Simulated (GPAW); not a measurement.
# ZnS (F-43m) in GPAW: a series of runs

Aim: see how the results for ZnS move with the level of theory and the settings. Levels: PBE, PBE+D3(BJ), PBE+D4. Tasks: single point, relaxation of cell and atoms.

Program: GPAW 26.7.0. These are calculated values, not measurements. Logs are shortened: lines on timing, memory, paths and dates and some standing lists are left out, and cuts for length are marked. The log counts tension as positive stress, the text compression.

**The experiment to reproduce.**

From “Electronic, vibrational, and thermodynamic properties of ZnS (zincblende and rocksalt structure)”, 2009, arxiv:0911.5022, for a bulk crystal of ZnS at 19 K: band gap 3.85 eV (direct).

The results are compared with them further down.

### Step 1. Starting point

The structure is cubic, space group F-43m (No. 216). Conventional cell: a = 5.404 Å, b = 5.404 Å, c = 5.404 Å, α = 90.00°, β = 90.00°, γ = 90.00°. Zn (site symmetry -43m) is surrounded by 4 S at 2.34 Å. S (site symmetry -43m) has 4 Zn at 2.34 Å as nearest neighbours.

### Step 2. Single point, PBE

run.py reads:

```python
from ase import Atoms
from ase.dft.bandgap import bandgap
from ase.io import write
from ase.units import GPa
from gpaw import GPAW, PW

atoms = Atoms(['Zn', 'S'],
              cell=[[0.0, 2.702, 2.702],
                    [2.702, 0.0, 2.702],
                    [2.702, 2.702, 0.0]],
              scaled_positions=[[0.75, 0.75, 0.75],
                                [0.0, 0.0, 0.0]],
              pbc=True)

calc = GPAW(mode=PW(600),
            xc='PBE',
            kpts={'size': (9, 9, 9), 'gamma': True},
            occupations={'name': 'methfessel-paxton', 'order': 0, 'width': 0.026000000000000002},
            nbands=18,
            convergence={'density': 1e-05, 'energy': 1e-05},
            maxiter=150,
            txt='gpaw.txt')
atoms.calc = calc
energy = atoms.get_potential_energy()
forces = atoms.get_forces()
stress = atoms.get_stress()
calc.write('gs.gpw')
write('result.traj', atoms)
print(f'Energy: {energy:.6f} eV')
print('Forces (eV/A):')
print(forces.round(4))
print('Stress (GPa):', (stress / GPa).round(3))
print('Fermi level:', round(calc.get_fermi_level(), 4), 'eV')
print(f'Gap: {bandgap(calc)[0]:.4f} eV, direct: {bandgap(calc, direct=True)[0]:.4f} eV')
```

Potentials or basis: GPAW PAW data sets (gpaw-data 1.2.1), pw.

Run with:

```console
> OMP_NUM_THREADS=1 python run.py
```

gpaw.txt:

```text
__  _  _
 | _ |_)|_||  |
 |__||  | ||/\| - 26.7.0

Input parameters:
  mode=PW(ecut=600.0),
  convergence={'density': 1e-05, 'energy': 1e-05},
  kpts=MonkhorstPack(size=(9, 9, 9), gamma=True),
  maxiter=150,
  nbands=18,
  occupations=Occupations(name='methfessel-paxton', order=0, width=0.026000000000000002),
  xc=XC(name='PBE')

Diagonalizing LCAO Hamiltonian
Converting LCAO to pw mode

                    Zn

       S

Atoms  # Å, Bohr magnetons
|   | symbol |        x |        y |        z |    initial magnetic moments |
|---|--------|----------|----------|----------|-----------------------------|
| 0 |     Zn | 4.053000 | 4.053000 | 4.053000 | ( 0.0000,  0.0000,  0.0000) |
| 1 |      S | 0.000000 | 0.000000 | 0.000000 | ( 0.0000,  0.0000,  0.0000) |

Unit cell  # Å
| periodic |        x |        y |        z |  lengths |    angles |
|----------|----------|----------|----------|----------|-----------|
|      yes | 0.000000 | 2.702000 | 2.702000 | 3.821205 | 60.000000 |
|      yes | 2.702000 | 0.000000 | 2.702000 | 3.821205 | 60.000000 |
|      yes | 2.702000 | 2.702000 | 0.000000 | 3.821205 | 60.000000 |

Number of symmetries: 24
Symmetry operations  # r_c * U_cc + t_c -> r_c
|    | kind |            matrix            |
|----|------|------------------------------|
|  0 |  E   |  1, 0, 0,  0, 1, 0,  0, 0, 1 |
|  1 |  σ   |  1, 0, 0,  0, 0, 1,  0, 1, 0 |
|  2 |  σ   |  1, 0,-1,  0, 1,-1,  0, 0,-1 |
|  3 |  C3  |  1, 0,-1,  0, 0,-1,  0, 1,-1 |
|  4 |  C3  |  1,-1, 0,  0,-1, 1,  0,-1, 0 |
|  5 |  σ   |  1,-1, 0,  0,-1, 0,  0,-1, 1 |
|  6 |  σ   |  0, 1, 0,  1, 0, 0,  0, 0, 1 |
|  7 |  C3  |  0, 1, 0,  0, 0, 1,  1, 0, 0 |
|  8 |  C2  |  0, 1,-1,  1, 0,-1,  0, 0,-1 |
|  9 |  S4  |  0, 1,-1,  0, 0,-1,  1, 0,-1 |
| 10 |  C3  |  0, 0, 1,  1, 0, 0,  0, 1, 0 |
| 11 |  σ   |  0, 0, 1,  0, 1, 0,  1, 0, 0 |
| 12 |  S4  |  0, 0,-1,  1, 0,-1,  0, 1,-1 |
| 13 |  C3  |  0, 0,-1,  0, 1,-1,  1, 0,-1 |
| 14 |  S4  |  0,-1, 1,  1,-1, 0,  0,-1, 0 |
| 15 |  C2  |  0,-1, 1,  0,-1, 0,  1,-1, 0 |
| 16 |  C3  |  0,-1, 0,  1,-1, 0,  0,-1, 1 |
| 17 |  S4  |  0,-1, 0,  0,-1, 1,  1,-1, 0 |
| 18 |  S4  | -1, 1, 0, -1, 0, 1, -1, 0, 0 |
| 19 |  C3  | -1, 1, 0, -1, 0, 0, -1, 0, 1 |
| 20 |  C3  | -1, 0, 1, -1, 1, 0, -1, 0, 0 |
| 21 |  S4  | -1, 0, 1, -1, 0, 0, -1, 1, 0 |
| 22 |  σ   | -1, 0, 0, -1, 1, 0, -1, 0, 1 |
| 23 |  C2  | -1, 0, 0, -1, 0, 1, -1, 1, 0 |

BZ-sampling:
  Number of BZ points: 729
  Number of IBZ points: 35

  Monkhorst-Pack size: [9, 9, 9]
  Monkhorst-Pack shift: [0, 0, 0]

K-points  # in reciprocal-cell coordinates
|     |                                coordinates |     weight |
|-----|--------------------------------------------|------------|
|   0 | (  0.00000000,   0.00000000,   0.00000000) | 0.00137174 |
|   1 | (  0.11111111,   0.11111111,   0.00000000) | 0.00823045 |
|   2 | (  0.11111111,   0.11111111,   0.11111111) | 0.01097394 |
|   3 | (  0.22222222,   0.11111111,   0.11111111) | 0.01646091 |
|   4 | (  0.22222222,   0.22222222,   0.00000000) | 0.00823045 |
|   5 | (  0.22222222,   0.22222222,   0.11111111) | 0.03292181 |
|   6 | (  0.22222222,   0.22222222,   0.22222222) | 0.01097394 |
|   7 | (  0.33333333,   0.22222222,   0.11111111) | 0.03292181 |
|   8 | (  0.33333333,   0.22222222,   0.22222222) | 0.03292181 |
|   9 | (  0.33333333,   0.33333333,  -0.33333333) | 0.01646091 |
| ... |                                            |            |
|  34 | (  0.44444444,   0.44444444,   0.44444444) | 0.01097394 |

Plane wave coefficients: 1363
Cutoff: 600.0 eV

Spin-components: 1 (collinear spins)
Bands:           18
Projectors:      11
Spin-degeneracy: 2
Datatype:        complex128

Parallelization:
  kpt:    1
  domain: 1
  band:   1

Density:
  Valence electrons: 18.0
  Components: 1
  Grid points: [24 24 24]
  Charge: 0.0  # |e|

Potential:
  Grid points: [24 24 24]

species:
  Zn:
    name:    Zinc
    Z:       30.0
    valence: 12
    core:    18
    charge:  0.0  # [|e|]
    compensation charges:
      type: gauss
      rc: 0.37  # [Å]
      lmax: 2
    cutoffs:
      filter: 2.14  # [Å]
      core: 2.28  # [Å]
    projectors
    | kind |    occ | energy [eV] | rcut [Å] |
    |------|--------|-------------|----------|
    |   4s |  2.000 |      -5.977 |    1.286 |
    |   4p |  0.000 |      -1.117 |    1.270 |
    |   3d | 10.000 |     -10.142 |    1.180 |
    |    s |        |      21.234 |    1.286 |
    |    p |        |      26.095 |    1.270 |
    |    d |        |      17.070 |    1.180 |

    Using partial waves for Zn as LCAO basis

  S:
    name:    Sulfur
    Z:       16.0
    valence: 6
    core:    10
    charge:  0.0  # [|e|]
    compensation charges:
      type: gauss
      rc: 0.24  # [Å]
      lmax: 2
    cutoffs:
      filter: 1.77  # [Å]
      core: 1.66  # [Å]
    projectors
    | kind |    occ | energy [eV] | rcut [Å] |
    |------|--------|-------------|----------|
    |   3s |  2.000 |     -17.254 |    0.974 |
    |   3p |  4.000 |      -7.008 |    0.979 |
    |    s |        |       9.957 |    0.974 |
    |    p |        |      20.203 |    0.979 |
    |    d |        |       0.000 |    0.900 |

    Using partial waves for S as LCAO basis

Reference energy: -59718.946550  # eV

eigensolver:
  PPCG
  Converge bands: occupied
  niter=2

density mixing:
  MSR1-Mixer
  Pratt-step length: 0.05
  Maximum mixing coefficient: 0.75
  Old densities: 10
  SVD Regularization: 0.005
  Good broyden scale: 1.0
  Trust region scale: 1.0
  Backstep threshold: 4.0
  History deletion threshold: 6.0
  Fourier metric: weight=20.0, sigma=0.015

occupation numbers:
  Methfessel-Paxton:
    width: 0.0260  # eV
    order: 0

poisson solver:
  ecut: 4800.0  # eV

xc functional:
  name: PBE with 2 nearest neighbor stencil

convergence criteria:
- Maximum integral of absolute [dens]ity change: 1e-05 electrons / valence electron
- Maximum [total energy] change in last 3 cyles: 1e-05 eV / valence electron
- Maximum integral of absolute [eigenst]ate change: 4e-08 eV^2 / valence electron
maximum number of iterations: 150

SCF iterations
|iter     | |      energy | eigst |  dens |
|---------|-|-------------|-------|-------|
|iter:   1| |   -7.291913 | -0.09 |       |
|iter:   2| |   -7.205643 | -1.80 | -1.18 |
|iter:   3| |   -6.921237 | -1.50 | -1.23 |
|iter:   4| |   -6.921903 | -2.66 | -1.79 |
|iter:   5| |   -6.923390 | -3.64 | -2.23 |
|iter:   6| |   -6.923337 | -4.30 | -3.00 |
|iter:   7| |   -6.923362c| -5.20 | -3.52 |
|iter:   8| |   -6.923369c| -5.86 | -3.87 |
|iter:   9| |   -6.923369c| -8.04c| -4.90 |
|iter:  10| |   -6.923369c| -7.59c| -5.36c|

Converged in 10 steps
Energy contributions relative to reference atoms: (reference = -59718.946550)

Energy contributions:
  Kinetic:          10.974489
  Coulomb:          -9.307937
  Zero:              0.056342
  External:          0.000000
  Xc:               -8.646264
  Entropy:           0.000000
  Spinorbit:         0.000000
  ----------------------------
  Free energy:      -6.923369
  Extrapolated:     -6.923369

dipole moment: (-14.590608, -14.590608, -14.590608)  # |e|*Ang

Fermi level: 4.497
Eigenvalues  # (at kpt = [0.000, 0.000, 0.000])
| band index |      eig [eV] | occ [0-2] |
|------------|---------------|-----------|
|          0 |        -9.388 |     2.000 |
|          1 |        -2.563 |     2.000 |
|          2 |        -2.563 |     2.000 |
|          3 |        -2.563 |     2.000 |
|          4 |        -2.069 |     2.000 |
|          5 |        -2.069 |     2.000 |
[... 10 lines left out ...]
|         16 |        18.294 |     0.000 |
|         17 |        18.294 |     0.000 |

Gap: 2.104 eV
Transition (v -> c):
  (s=0, k=0, n=8, [0.00, 0.00, 0.00]) -> (s=0, k=0, n=9, [0.00, 0.00, 0.00])
No difference between direct/indirect transitions

Forces  # eV/Ang
|       x |        y |       z |
|---------|----------|---------|
| 0.00000 |  0.00000 | 0.00000 |  # Zn   0
| 0.00000 | -0.00000 | 0.00000 |  # S    1

Stress tensor  # eV/Ang^3
|         x |         y |         z |
|-----------|-----------|-----------|
| -0.010136 |  0.000000 |  0.000000 |
|  0.000000 | -0.010136 |  0.000000 |
|  0.000000 |  0.000000 | -0.010136 |

# Writing to gs.gpw (mode='')
```

Run time: 15 s. Hardware: 1 thread of Arm Neoverse V2, shared host; peak memory 0.16 GiB.

Results:

| Item | Value |
| --- | --- |
| Free energy | -6.9234 eV |
| Pressure | 1.6 GPa |
| Band gap on the k mesh | 2.10 eV, direct |

### Step 3. Single point, PBE

run.py: that of step 2 with these lines changed.

```diff
@@ -17,3 +17,3 @@
             kpts={'size': (9, 9, 9), 'gamma': True},
-            occupations={'name': 'methfessel-paxton', 'order': 0, 'width': 0.026000000000000002},
+            occupations={'name': 'methfessel-paxton', 'order': 0, 'width': 0.027000000000000003},
             nbands=18,
```

Potentials or basis: GPAW PAW data sets (gpaw-data 1.2.1), pw.

Run with:

```console
> OMP_NUM_THREADS=1 python run.py
```

Run time: 15 s. Hardware: 1 thread of Arm Neoverse V2, shared host; peak memory 0.16 GiB.

It converged, with:

```
Free energy            : -6.9234 eV
Pressure               : 1.6 GPa
Band gap on the k mesh : 2.10 eV, direct
```

Levels at points of the mesh, in eV from the valence-band top:
```tsv
k point	band 5	band 6	band 7	band 8	band 9	band 10	band 11	band 12	band 13	band 14
(0.00, 0.00, 0.00)	-5.82	-5.82	0.00	0.00	0.00	2.10	6.37	6.37	6.37	11.62
```

### Step 4. Single point, PBE

run.py reads:

```python
from ase.dft.bandgap import bandgap
from ase.io import read, write
from ase.units import GPa
from gpaw import GPAW, PW

atoms = read('POSCAR')

calc = GPAW(mode=PW(600),
            xc='PBE',
            kpts={'size': (9, 9, 9), 'gamma': True},
            occupations={'name': 'methfessel-paxton', 'order': 0, 'width': 0.028000000000000004},
            nbands=18,
            convergence={'density': 1e-05, 'energy': 1e-05},
            maxiter=150,
            txt='gpaw.txt')
atoms.calc = calc
energy = atoms.get_potential_energy()
forces = atoms.get_forces()
stress = atoms.get_stress()
calc.write('gs.gpw')
write('result.traj', atoms)
print(f'Energy: {energy:.6f} eV')
print('Forces (eV/A):')
print(forces.round(4))
print('Stress (GPa):', (stress / GPa).round(3))
print('Fermi level:', round(calc.get_fermi_level(), 4), 'eV')
print(f'Gap: {bandgap(calc)[0]:.4f} eV, direct: {bandgap(calc, direct=True)[0]:.4f} eV')
```

POSCAR reads:

```
ZnS
1.0
    0.0000000000      2.7020000000      2.7020000000
    2.7020000000      0.0000000000      2.7020000000
    2.7020000000      2.7020000000      0.0000000000
Zn S
1 1
Direct
    0.7500000000      0.7500000000      0.7500000000
    0.0000000000      0.0000000000      0.0000000000
```

Run with:

```console
> OMP_NUM_THREADS=1 python run.py
```

Wall time 15 s (1 thread of Arm Neoverse V2, shared host); peak memory 0.16 GiB.

It converged, with:

- Free energy: -6.9234 eV
- Pressure: 1.6 GPa
- Band gap on the k mesh: 2.10 eV, direct

Levels at points of the mesh, in eV from the valence-band top:
| k point | band 7 | band 8 | band 9 | band 10 | band 11 | band 12 |
| --- | --- | --- | --- | --- | --- | --- |
| (0.00, 0.00, 0.00) | 0.00 | 0.00 | 0.00 | 2.10 | 6.37 | 6.37 |

### Step 5. Relaxation of cell and atoms, PBE+D3(BJ), target pressure 2 GPa, at which the enthalpy is minimised

run.py reads:

```python
from ase import Atoms
from ase.calculators.mixing import SumCalculator
from ase.filters import FrechetCellFilter
from ase.io import write
from ase.optimize import BFGS
from ase.units import GPa
from dftd3.ase import DFTD3
from gpaw import GPAW, PW

atoms = Atoms(['Zn', 'S'],
              cell=[[0.0, 2.702, 2.702],
                    [2.702, 0.0, 2.702],
                    [2.702, 2.702, 0.0]],
              scaled_positions=[[0.75, 0.75, 0.75],
                                [0.0, 0.0, 0.0]],
              pbc=True)

calc = GPAW(mode=PW(600),
            xc='PBE',
            kpts={'size': (9, 9, 9), 'gamma': True},
            occupations={'name': 'fermi-dirac', 'width': 0.05},
            nbands=18,
            convergence={'density': 1e-05, 'forces': 0.0001},
            maxiter=150,
            txt='gpaw.txt')
atoms.calc = SumCalculator([calc, DFTD3(method='pbe', damping='d3bj')])
opt = BFGS(FrechetCellFilter(atoms, scalar_pressure=2 * GPa), trajectory='relax.traj', logfile='-')
done = opt.run(fmax=0.02, steps=40)
calc.write('gs.gpw')
write('result.traj', atoms)
print('Converged:', done)
print('Cell:', atoms.cell.cellpar().round(4))
print('Volume:', round(atoms.get_volume(), 4))
print(atoms.get_scaled_positions().round(5))
```

Run with:

```console
> OMP_NUM_THREADS=1 python run.py
```

Run time: 43 s. Hardware: 1 thread of Arm Neoverse V2, shared host; peak memory 0.19 GiB.

Results (log left out):

| Item | Value |
| --- | --- |
| Free energy | -7.5344 eV |
| Relaxed volume | 18.93 Å³/atom |
| Relaxed cell | a = 3.769 Å, b = 3.769 Å, c = 3.769 Å, α = 60.00°, β = 60.00°, γ = 60.00° |
| Space group after relaxing (to 0.05 Å) | F-43m (No. 216) |
| Energy change on relaxing (the enthalpy is what falls) | +2.5 meV/atom |
| Ionic steps | 3 |
| Pressure after relaxing | 2.1 GPa |
| Band gap on the k mesh | 2.28 eV, direct |
| Dispersion energy per atom | -0.322 eV |

Step by step:
```csv
step,energy change (eV),largest force (eV/Å),pressure (GPa),volume (Å³)
1,0.0000,0.0000,-1.14,39.45
2,-0.0016,0.0000,-0.53,39.13
3,0.0049,0.0000,2.13,37.86
```

Final structure:
```yaml
crystal:
  lattice:
    - [0.00000, 2.66510, 2.66510]
    - [2.66510, 0.00000, 2.66510]
    - [2.66510, 2.66510, 0.00000]
  atoms:
    - { symbol: Zn, position: [0.75000, 0.75000, 0.75000] }
    - { symbol: S, position: [0.00000, 0.00000, 0.00000] }
```

Levels at points of the mesh, in eV from the valence-band top:
```csv
k point,band 7,band 8,band 9,band 10,band 11,band 12
"(0.00, 0.00, 0.00)",0.00,0.00,0.00,2.28,6.34,6.34
```

Caveat: later steps reuse the first step's grids.

[end of part 1 of 2]
